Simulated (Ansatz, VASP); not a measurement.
This is a calculation of Sb for VASP 6.6.1.

Contents of INCAR:

```
SYSTEM = Sb
ALGO     = Normal         ! electronic algorithm
EDIFF    = 1E-6           ! SCF threshold, eV
ENCUT    = 520            ! plane-wave cutoff, eV
GGA      = CA             ! functional
ISIF     = 2              ! what is computed and relaxed
ISMEAR   = -1             ! smearing method
LASPH    = .True.         ! aspherical terms in the spheres
LCHARG   = .False.        ! write CHGCAR
LREAL    = .False.        ! projectors in reciprocal space
LWAVE    = .False.        ! write WAVECAR
NBANDS   = 8              ! bands
NELM     = 100            ! most SCF steps
PREC     = Accurate       ! precision mode
SIGMA    = 0.05           ! smearing width, eV
```

The input KPOINTS:

```
k-points
0
Gamma
  12 12 12
  0 0 0
```

POSCAR

```
Sb
1.0
   -1.5972865120      1.5972865120      2.7476259243
    1.5972865120     -1.5972865120      2.7476259243
    1.5972865120      1.5972865120     -2.7476259243
Sb
1
Direct
    0.0000000000      0.0000000000      0.0000000000
```

Potentials or basis: VASP PAW LDA potentials, release 64 (Sb).

Launch:

```console
$ cat potpaw_LDA.64/Sb/POTCAR > POTCAR
$ mpirun -np 1 vasp_std > vasp.out
```

**Question.** Translate it to Ansatz 0.2.0. Potentials there: all-electron LAPW, scalar-relativistic.

**Answer.** As run (the cutoff follows the program's own potentials):

input.yaml

```yaml
crystal:
  lattice:
    - [-1.597286512, 1.597286512, 2.7476259243]
    - [1.597286512, -1.597286512, 2.7476259243]
    - [1.597286512, 1.597286512, -2.7476259243]
  atoms:
    - { symbol: Sb, position: [0.0, 0.0, 0.0] }
kpoints:
  mp_grid: { grid: [12, 12, 12] }
scf:
  occupations: { method: fermi_dirac, width: 0.05 }
hamiltonian:
  xc: lda
  pseudopotentials: { kind: all_electron, lapw: { basis_error: 0.001 } }
output:
  forces: true
  stress: true
  eigenvalues: true
```

Potentials or basis: all-electron LAPW, scalar-relativistic.

Run with:

```console
$ ansatz run input.yaml --threads 1 --pin off --max-ram 3072MiB --backend cpu --events-out ev --progress --plain --runs-dir out
```

Both were run:

|  | VASP | Ansatz | Ansatz less VASP |
| --- | --- | --- | --- |
| gap on the k mesh at the Fermi level (eV) | none | none | - |
| pressure (GPa) | -4.5 | -4.5 | -0.04 |
| largest component of the traceless stress (GPa) | 0.25 | 0.27 | +0.025 |

A gap of «none» marks a metal or a gap that the smearing closes. Ansatz ran all-electron here, so the differences hold the error of VASP's frozen core and of both bases.

The runs have no spin-orbit coupling, so splittings on Sb are missing.
